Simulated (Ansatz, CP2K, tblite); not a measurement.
# Random packing of 75TeO2-25ZnO (mol %) (55 atoms) in CP2K, part 2 of 2

Wanted: CP2K inputs and outputs for random packing of 75TeO2-25ZnO (mol %) (55 atoms), checked against a plane-wave reference.

Program: CP2K 2026.2; the method stands at each step. Banners, paths, timers and routine set-up lines are dropped from the logs unmarked, and long logs keep their key lines alone; longer cuts are marked.

So far. Step 2 (PBE, DZVP-UZH, 800/50 Ry, diagonalisation): Forces lie 21 % from the reference's, at 31 times its CPU time; the SCF took 113 steps, which the time reflects. Step 3 (PBE, DZVP-MOLOPT-SR, 800/50 Ry, diagonalisation): Against the first run (21 %), the force difference from the reference is 17 %, at 0.85 times the CPU time, with 775 basis functions against 775; this set comes with other potentials too, so the change isn't the basis's alone.

### Step 4. PBE, DZVP-UZH, 280/50 Ry, diagonalisation

Method: Kohn-Sham DFT, PBE, GTH-PBE pseudopotentials, Gaussian and plane waves, DZVP-MOLOPT (UZH set), diagonalisation.

input.inp

```
&GLOBAL
  PROJECT cell
  RUN_TYPE ENERGY_FORCE
  PRINT_LEVEL LOW
&END GLOBAL
&FORCE_EVAL
  METHOD QS
  STRESS_TENSOR ANALYTICAL
  &DFT
    BASIS_SET_FILE_NAME BASIS_MOLOPT_UZH
    POTENTIAL_FILE_NAME POTENTIAL_UZH
    &MGRID
      CUTOFF 280
      REL_CUTOFF 50
    &END MGRID
    &QS
      EPS_DEFAULT 1.0E-12
    &END QS
    &SCF
      SCF_GUESS ATOMIC
      EPS_SCF 1.0E-06
      MAX_SCF 200
      ADDED_MOS 14
      &DIAGONALIZATION
        ALGORITHM STANDARD
      &END DIAGONALIZATION
      &SMEAR ON
        METHOD FERMI_DIRAC
        ELECTRONIC_TEMPERATURE [K] 580
      &END SMEAR
      &MIXING
        METHOD BROYDEN_MIXING
        ALPHA 0.3
        NBROYDEN 8
      &END MIXING
      &PRINT
        &RESTART OFF
        &END RESTART
      &END PRINT
    &END SCF
    &XC
      &XC_FUNCTIONAL PBE
      &END XC_FUNCTIONAL
    &END XC
    &PRINT
      &MULLIKEN ON
      &END MULLIKEN
      &HIRSHFELD ON
        SHAPE_FUNCTION DENSITY
      &END HIRSHFELD
      &MO ON
        EIGENVALUES T
        OCCUPATION_NUMBERS T
        MO_INDEX_RANGE 169 192
        &EACH
          QS_SCF 0
        &END EACH
        ADD_LAST NUMERIC
      &END MO
    &END PRINT
  &END DFT
  &SUBSYS
    &CELL
      A 9.41830 0.00000 0.00000
      B 0.00000 9.41830 0.00000
      C 0.00000 0.00000 9.41830
    &END CELL
    &COORD
[... 55 atom lines left out: the same atoms as in the first run ...]
    &END COORD
    &KIND Te
      BASIS_SET DZVP-MOLOPT-PBE-GTH-q6
      POTENTIAL GTH-PBE-q6
    &END KIND
    &KIND O
      BASIS_SET DZVP-MOLOPT-PBE-GTH-q6
      POTENTIAL GTH-PBE-q6
    &END KIND
    &KIND Zn
      BASIS_SET DZVP-MOLOPT-PBE-GTH-q12
      POTENTIAL GTH-PBE-q12
    &END KIND
  &END SUBSYS
  &PRINT
    &FORCES ON
    &END FORCES
    &STRESS_TENSOR ON
    &END STRESS_TENSOR
  &END PRINT
&END FORCE_EVAL
```

Run with:

```bash
$ OMP_NUM_THREADS=1 mpirun -np 4 cp2k.psmp -i input.inp > output.txt
```

Numbers of over 12 decimals in the logs are rounded to 6 here.

What it wrote:

```text
CP2K| version string:                                       CP2K version 2026.2
 CP2K| Input file name                                                 input.inp
 GLOBAL| Basis set file name                                    BASIS_MOLOPT_UZH
 GLOBAL| Potential file name                                       POTENTIAL_UZH
[... lines left out ...]
 Number of electrons:                                                        360
[... lines left out ...]
  Step     Update method      Time    Convergence         Total energy    Change
[... lines left out ...]
  *** SCF run converged in   112 steps ***
[... lines left out ...]
  Fermi energy:                                                 0.158607
  Total energy:                                              -982.734216
  Total energy (extrapolated to T->0):                       -982.724838
[... lines left out ...]
 MO| E(Fermi):            0.158607 a.u.          4.315917 eV
[... lines left out ...]
 ENERGY| Total FORCE_EVAL ( QS ) energy [hartree]           -982.734216
[... lines left out ...]
 FORCES|      1  7.75651997E-02 -7.46321214E-02  4.58918203E-02   1.17014413E-01
 FORCES|      2  1.64984566E-02 -4.54993291E-02  3.16528681E-02   5.78298546E-02
 FORCES|      3  7.79303943E-02 -7.06758899E-03  7.26789275E-02   1.06795710E-01
[...]
FORCES|     54  1.53324448E-02 -2.71931702E-02 -1.05454876E-01   1.09978558E-01
 FORCES|     55  2.16797395E-02 -5.98401961E-02 -1.28670535E-01   1.43551268E-01
 FORCES| Sum     1.81104634E-02 -3.15312785E-01 -1.09169637E-01
 FORCES| Total atomic force                                       3.34167848E-01
 STRESS| Analytical stress tensor [bar]
 STRESS|                        x                   y                   z
 STRESS|      x        1.37598949152E+05   2.40665723508E+04  -1.82947275931E+04
 STRESS|      y        2.40665723508E+04   9.41757723368E+04   2.84360320524E+03
 STRESS|      z       -1.82947275931E+04   2.84360320524E+03   9.20184480528E+04
 STRESS| 1/3 Trace                                             1.07931056514E+05
```

Wall time 6.3 min (4 MPI ranks of Arm Neoverse N1, shared host); peak memory 2.3 GiB.

Compared with the plane-wave run:

- r.m.s. force component: 2.474 eV/Å
- r.m.s. difference of force components: 871.2 meV/Å
- longest difference of force vectors: 5272 meV/Å
- force difference over r.m.s. force: 40.41 %
- slope of forces against the reference's: 1.077
- correlation of force components: 0.9396
- pressure: 10.79 GPa
- pressure difference: 5.893 GPa
- energy less the same-level run's: -16.32 meV/atom
- r.m.s. force difference from the same-level run: 734.6 meV/Å

This is a coarse setting, run to see what it loses.

Against the first run (21 %), the force difference from the reference is 40 %, at 0.66 times the CPU time: the grid matters here.

The difference per atom is largest on Zn (4.1 eV/Å on average, against 0.88 on Te). The forces add up to 17 eV/Å instead of zero, usually a sign of too coarse a grid.

### Step 5. The ladder

Differences are against the plane-wave reference, forces as r.m.s. over components; share is that over the reference's r.m.s. force, slope the least-squares factor from reference forces to these. Total energies of different programs have different zeros and aren't compared.

| run | Δ force, r.m.s. (meV/Å) | share (%) | slope | Δ pressure (GPa) | cores | CPU time | memory (GiB) |
| --- | --- | --- | --- | --- | --- | --- | --- |
| reference | - | - | - | - | 4 | 73 s | 1.1 |
| CP2K PBE, DZVP-UZH, 800/50 Ry, diagonalisation | 453 | 21.0 | 1.051 | 5.42 | 4 | 38 min | 4.8 |
| CP2K PBE, DZVP-MOLOPT-SR, 800/50 Ry, diagonalisation | 374 | 17.4 | 1.031 | 5.10 | 4 | 32 min | 4.4 |
| CP2K PBE, DZVP-UZH, 280/50 Ry, diagonalisation (coarse) | 871 | 40.4 | 1.077 | 5.89 | 4 | 25 min | 2.3 |

Rows marked coarse were listed beforehand as settings not expected to be converged; some can still land near the reference.

CPU time is summed over cores on a shared host, where runs went side by side, so it is rough. Symmetry, cutoffs, thresholds, outputs and thread counts weren't matched or tuned between programs; memory under MPI is the largest rank's times the ranks.

Mean charges by element (e), by run and scheme:

| run | scheme | Te | O | Zn |
| --- | --- | --- | --- | --- |
| reference | Löwdin | +1.38 | -0.67 | +1.33 |
| CP2K PBE, DZVP-UZH, 800/50 Ry, diagonalisation | Mulliken | +0.90 | -0.48 | +0.63 |
| CP2K PBE, DZVP-UZH, 800/50 Ry, diagonalisation | Hirshfeld | +0.46 | -0.26 | +0.40 |
| CP2K PBE, DZVP-MOLOPT-SR, 800/50 Ry, diagonalisation | Mulliken | +0.92 | -0.43 | +0.28 |
| CP2K PBE, DZVP-MOLOPT-SR, 800/50 Ry, diagonalisation | Hirshfeld | +0.47 | -0.26 | +0.41 |

The reference's Löwdin charges lack the electrons that the projection spills, 0.072 e an atom on average.

Within one program, basis, potentials and functional, energies share a zero. Each run against its twin at the usual cutoff or grid and solver:

| run | twin | Δ energy (meV/atom) | Δ force, r.m.s. (meV/Å) | CPU time over the twin's |
| --- | --- | --- | --- | --- |
| CP2K PBE, DZVP-UZH, 280/50 Ry, diagonalisation | DZVP-UZH, 800/50 Ry, diagonalisation | -16.3 | 735 | 0.66 |

Further runs of this program without a result: CP2K GFN1-xTB, diagonalisation (not converged); CP2K PBE, SZV-MOLOPT-SR, 800/50 Ry, diagonalisation (cut off at its time limit).

### Step 6. What came out

```json
{
  "nearest in forces": "CP2K PBE, DZVP-MOLOPT-SR, 800/50 Ry, diagonalisation, 17 %",
  "its CPU time": "32 min"
}
```

**Reading.** The PBE runs in local orbitals, coarse settings apart, differ by 17 % (CP2K PBE, DZVP-MOLOPT-SR, 800/50 Ry, diagonalisation) to 21 % (CP2K PBE, DZVP-UZH, 800/50 Ry, diagonalisation); basis, grid and potentials can all enter. CP2K PBE, DZVP-UZH, 800/50 Ry, diagonalisation needed 113 SCF steps, so its time overstates the method's usual cost. Runs with settings chosen to be coarse differ by 40 % (CP2K PBE, DZVP-UZH, 280/50 Ry, diagonalisation), their programs' other errors included. None of the electronic-structure runs in the table takes under half the reference's CPU time of 73 s; they take 21 to 31 times as much. In pressure, CP2K PBE, DZVP-UZH, 280/50 Ry, diagonalisation misses by +5.9 GPa, at the same functional. Charges hang on scheme and program or settings: among these rows the mean for Zn runs from +0.28 to +1.33 e. The potentials hold different valence shells: 510 electrons in the reference, 360 in CP2K with DZVP-MOLOPT-SR; this bears on time and differences. The reference's stress is far from hydrostatic: its diagonal is 7.9, 4.1, 2.7 GPa, compression counted positive. The reference's pressure of 4.9 GPa belongs to a cell and atoms that aren't relaxed at this level. The electronic-structure runs sample only Γ, in a cell whose shortest periodic width is 9 Å, which is coarse for a cell with partly filled levels. Spin–orbit coupling is left out, which matters for the levels of the heavy elements.

[Also dropped from logs without a mark: logging warnings of Python, and SIESTA's first energy breakdown and zero terms.]

[Logs are printed without paths, hosts, clocks, repeated set-up lines and the standing remarks that a program may print on its own settings, such as how far it seeks lower states.]

[Hosts, paths, dates, database ids (printed as entryN), source tags and the programs' standing remarks are cut or masked in the printed files.]
